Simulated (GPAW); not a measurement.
Wanted: an ASE script for a GPAW 26.7.0 run.

| Property | Result |
| --- | --- |
| Task | single point |
| Functional | PBE |
| Potentials or basis | GPAW PAW data sets (gpaw-data 1.2.1) |
| Cutoff | 800 eV |
| Basis | pw |
| k mesh | 9 × 9 × 5 |
| Occupations | fermi-dirac, width 0.05 eV |
| Spin | no spin polarisation |
| Maxiter | 150 |

BN:

```
N B
1.0
     2.55394    0.02554    0.00000
    -1.25485    2.19901    0.00000
     0.00000    0.00000    4.22685
N B
2 2
Cartesian
  0.0147 1.4745 0.5295
  1.2843 0.7500 2.6430
  0.0147 1.4745 2.1123
  1.2843 0.7500 4.2257
```

The cell comes from a database or a generator and needn't be the stable form of this composition.

The cell isn't the ideal one: strain = 0.02.

The input as run:

run.py

```python
from ase import Atoms
from ase.dft.bandgap import bandgap
from ase.io import write
from ase.units import GPa
from gpaw import GPAW, PW

atoms = Atoms(['N', 'N', 'B', 'B'],
              cell=[[2.5539396017, 0.025539396, 0.0],
                    [-1.2548520352, 2.1990068768, 0.0],
                    [0.0, 0.0, 4.226855]],
              scaled_positions=[[0.3333333333, 0.6666666667, 0.125276],
                                [0.6666666667, 0.3333333333, 0.625276],
                                [0.3333333333, 0.6666666667, 0.499724],
                                [0.6666666667, 0.3333333333, 0.999724]],
              pbc=True)

calc = GPAW(mode=PW(800),
            xc='PBE',
            kpts={'size': (9, 9, 5), 'gamma': True},
            occupations={'name': 'fermi-dirac', 'width': 0.05},
            nbands=18,
            convergence={'density': 1e-05, 'energy': 1e-05},
            maxiter=150,
            txt='gpaw.txt')
atoms.calc = calc
energy = atoms.get_potential_energy()
forces = atoms.get_forces()
stress = atoms.get_stress()
calc.write('gs.gpw')
write('result.traj', atoms)
print(f'Energy: {energy:.6f} eV')
print('Forces (eV/A):')
print(forces.round(4))
print('Stress (GPa):', (stress / GPa).round(3))
print('Fermi level:', round(calc.get_fermi_level(), 4), 'eV')
print(f'Gap: {bandgap(calc)[0]:.4f} eV, direct: {bandgap(calc, direct=True)[0]:.4f} eV')
```

Potentials or basis: GPAW PAW data sets (gpaw-data 1.2.1), pw.

Command:

```bash
$ OMP_NUM_THREADS=1 python run.py
```

It gave:

```json
{
  "Pressure": "-1.1 GPa",
  "Largest force": "0.088 eV/Å",
  "Band gap on the k mesh": "5.14 eV, indirect (least direct gap 8.07 eV)"
}
```

Caveat: the density grid can change from cell to cell, which puts small steps into energies and stress; an odd mesh through Γ misses points on the zone boundary, where band edges often lie.

It took 69 s on 1 thread of Arm Neoverse V2, on a shared host, peak memory 0.26 GiB.
